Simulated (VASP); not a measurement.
A VASP 6.6.1 single-point calculation on KF

INCAR

```
SIGMA = 0.02
IBRION = -1
EDIFF = 1E-7
GGA = PE
LASPH = .TRUE.
ISYM = 1
LCHARG = .FALSE.
ISMEAR = -1
NBANDS = 15
ENCUT = 520
NSW = 0
NELM = 120
ISIF = 2
PREC = Accurate
LWAVE = .FALSE.
LREAL = .FALSE.
```

KPOINTS

```
KPOINTS created by Atomic Simulation Environment
0
Gamma
8 8 8
0 0 0
```

POSCAR

```
K  F
 1.0000000000000000
     0.0000000000000000    2.8106468691000002    3.1432521659999999
     2.8106468691000002    0.0000000000000000    3.1432521659999999
     2.8106468691000002    2.8106468691000002    0.0000000000000000
 K   F
   1   1
Cartesian
  0.0000000000000000  0.0000000000000000  0.0000000000000000
  1.4053234345500001  1.4053234345500001  1.5716260830000004
```

The recommended PBE PAW datasets give the neutral cell 16 valence electrons.

Command

```
mpirun -np 1 vasp_std
```

OSZICAR

```
N       E                     dE             d eps       ncg     rms          rms(c)
DAV:   1     0.111427902966E+03    0.11143E+03   -0.78809E+03  1770   0.995E+02
DAV:   2    -0.467021431721E+01   -0.11610E+03   -0.10637E+03  2241   0.275E+02
DAV:   3    -0.952055455532E+01   -0.48503E+01   -0.48293E+01  2418   0.516E+01
DAV:   4    -0.967557945854E+01   -0.15502E+00   -0.15501E+00  2420   0.834E+00
DAV:   5    -0.967648135892E+01   -0.90190E-03   -0.90189E-03  2466   0.765E-01    0.686E+00
DAV:   6    -0.815079699453E+01    0.15257E+01   -0.45719E+00  1973   0.161E+01    0.398E+00
DAV:   7    -0.810800070481E+01    0.42796E-01   -0.12332E-01  2108   0.256E+00    0.235E+00
DAV:   8    -0.810614230747E+01    0.18584E-02   -0.77920E-02  1903   0.261E+00    0.320E-01
DAV:   9    -0.810949318938E+01   -0.33509E-02   -0.84429E-03  2244   0.589E-01    0.147E-01
DAV:  10    -0.811142087262E+01   -0.19277E-02   -0.23137E-03  1826   0.406E-01    0.598E-02
DAV:  11    -0.811136518009E+01    0.55693E-04   -0.18710E-04  2458   0.108E-01    0.171E-02
DAV:  12    -0.811137551119E+01   -0.10331E-04   -0.16258E-05  1921   0.325E-02    0.430E-03
DAV:  13    -0.811137691294E+01   -0.14017E-05   -0.19974E-06  2301   0.104E-02    0.252E-03
DAV:  14    -0.811137687426E+01    0.38686E-07   -0.32337E-07  2344   0.424E-03
   1 F= -.81113769E+01 E0= -.81113769E+01  d E =-.404172E-12
```

Standard output (part)

```
POSCAR found type information on POSCAR K F
 POSCAR found :  2 types and       2 ions
 LDA part: xc-table for (Slater+PW92), standard interpolation
 POSCAR, INCAR and KPOINTS ok, starting setup
 WAVECAR not read
 entering main loop
```

From OUTCAR

```
k-points           NKPTS =     59   k-points in BZ     NKDIM =     59   number of bands    NBANDS=     15

   NELECT =      16.0000    total number of electrons

   dimension x,y,z NGX =    32 NGY =   32 NGZ =   30
   dimension x,y,z NGXF=    64 NGYF=   64 NGZF=   60

  energy-cutoff  :      520.00
  volume of cell :       49.66
      direct lattice vectors                 reciprocal lattice vectors
     0.000000000  2.810646869  3.143252166    -0.177894991  0.177894991  0.159070916
     2.810646869  0.000000000  3.143252166     0.177894991 -0.177894991  0.159070916
     2.810646869  2.810646869  0.000000000     0.177894991  0.177894991 -0.159070916

 k-points in reciprocal lattice and weights: KPOINTS created by Atomic Simulation Env
   0.00000000  0.00000000  0.00000000       0.002
   0.12500000  0.00000000  0.00000000       0.016
   0.25000000  0.00000000  0.00000000       0.016
   0.37500000  0.00000000  0.00000000       0.016
   0.50000000  0.00000000  0.00000000       0.008
   0.12500000  0.12500000  0.00000000       0.004
   0.25000000  0.12500000  0.00000000       0.016
   0.37500000  0.12500000  0.00000000       0.016
   ...

 E-fermi :  -3.0623

 k-point     1 :       0.0000    0.0000    0.0000
  band No.  band energies     occupation
      1     -29.7776      2.00000
      2     -22.1411      2.00000
      3     -13.1781      2.00000
      4     -13.1781      2.00000
      5     -13.1696      2.00000
      6      -3.8239      2.00000
      7      -3.8057      2.00000
      8      -3.8056      2.00000
      9       1.5908      0.00000
     10       7.6720      0.00000
     11       7.8011      0.00000
     12       8.6444      0.00000
     13       8.6476      0.00000
     14       8.6476      0.00000
     15      12.9707      0.00000

 k-point     2 :       0.1250    0.0000    0.0000
  band No.  band energies     occupation
      1     -29.7710      2.00000
      2     -22.1533      2.00000
      3     -13.2005      2.00000
      4     -13.1825      2.00000
      5     -13.1752      2.00000
      6      -3.8569      2.00000
      7      -3.7945      2.00000
      8      -3.7887      2.00000
      9       1.9119      0.00000
     10       7.3734      0.00000
     11       8.0083      0.00000
     12       8.2465      0.00000
     13       8.5363      0.00000
     14       8.9498      0.00000
     15      12.3604      0.00000

 k-point     3 :       0.2500    0.0000    0.0000
  band No.  band energies     occupation
      1     -29.7551      2.00000
      2     -22.1829      2.00000
      3     -13.2537      2.00000
      4     -13.1932      2.00000
      5     -13.1910      2.00000
      6      -3.9011      2.00000
      7      -3.7719      2.00000
      8      -3.7488      2.00000
      9       2.7351      0.00000
     10       7.0572      0.00000
     11       7.5574      0.00000
     12       7.8826      0.00000
     13       8.8467      0.00000
     14       9.1483      0.00000
     15      11.1417      0.00000

 ...

  Total        0.4134198      0.4134198      0.3153295      0.0000000      0.0000000      0.0000000
  in kB       13.3376729     13.3376729     10.1731025      0.0000000      0.0000000      0.0000000
  external PRESSURE =      12.2828161 kB  Pullay stress =       0.0000000 kB

 POSITION                                       TOTAL-FORCE (eV/Angst)
 -----------------------------------------------------------------------------------
      0.00000      0.00000      0.00000         0.000000      0.000000     -0.000000
      1.40532      1.40532      1.57163        -0.000000     -0.000000      0.000000
 -----------------------------------------------------------------------------------
    total drift:                               -0.000000     -0.000000     -0.000000

  FREE ENERGIE OF THE ION-ELECTRON SYSTEM (eV)
  ---------------------------------------------------
  free  energy   TOTEN  =        -8.1113768743 eV

  energy  without entropy=       -8.1113768743  energy(sigma->0) =       -8.11137687
```

It converged. Results: gap between bands v and c on the k mesh 5.17 eV; least direct gap on the k mesh 5.40 eV; pressure 1.2 GPa. Band v is the last that the valence electrons fill when counted band by band, and c is the next.

For comparison, a separate PBE run of the intended cell, on usual settings and not on those above, gives a gap of 5.17 eV on its mesh and a pressure of 1.2 GPa.

The run above took about 40 s on one core of a shared host (Intel Xeon Platinum 8488C) and held 0.2 GiB at most.
